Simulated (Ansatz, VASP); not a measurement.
Cd2S in VASP and in Ansatz

```xyz
3
Lattice="3.8818 0.0000 0.0000 -1.9409 3.3617 0.0000 0.0000 0.0000 5.6906" Properties=species:S:1:pos:R:3 pbc="T T T"
Cd    0.0000    2.2411    5.3077
Cd    1.9409    1.1206    3.2934
S     0.0000    2.2411    2.0811
```

Change from the starting cell: volume scaled by 0.94.

Alike in both runs: task single point; functional PBEsol; k mesh 8 × 8 × 5; occupations fermi-dirac, width 0.05 eV; no spin polarisation.

```csv
,VASP,Ansatz
version,VASP 6.6.1,Ansatz 0.2.0
potentials or method,"VASP PAW PBE potentials, release 64 (Cd, S)",Ansatz PAW
plane-wave cutoff (eV),520,420
valence electrons in the cell,30,46
```

VASP gave:

- gap on the k mesh at the Fermi level (eV): 0.20
- least direct gap on the mesh (eV): 0.59
- pressure (GPa): 0.0
- largest component of the traceless stress (GPa): 0.50
- rms of the force components (eV/Å): 0.061

Problem. Estimate Ansatz's values.

Solution. gap on the k mesh at the Fermi level (eV): 0.20; least direct gap on the mesh (eV): 0.59; pressure (GPa): -0.3; largest component of the traceless stress (GPa): 0.39; rms of the force components (eV/Å): 0.048.

Atom by atom the forces differ by 0.013 eV/Å (rms over components). The two sets of potentials don't hold the same shells in valence.

Caveats: the PAW data sets were made with another functional, which shifts forces and pressure a little (VASP); an odd mesh through Γ misses points on the zone boundary, where band edges often lie (VASP); odd divisions of the mesh miss points on the zone boundary, where band edges often lie, so the gap on the mesh can be too wide (Ansatz); the PAW data sets come from PBE, with cores solved anew for the run's functional, which leaves a small shift of forces and pressure (Ansatz).
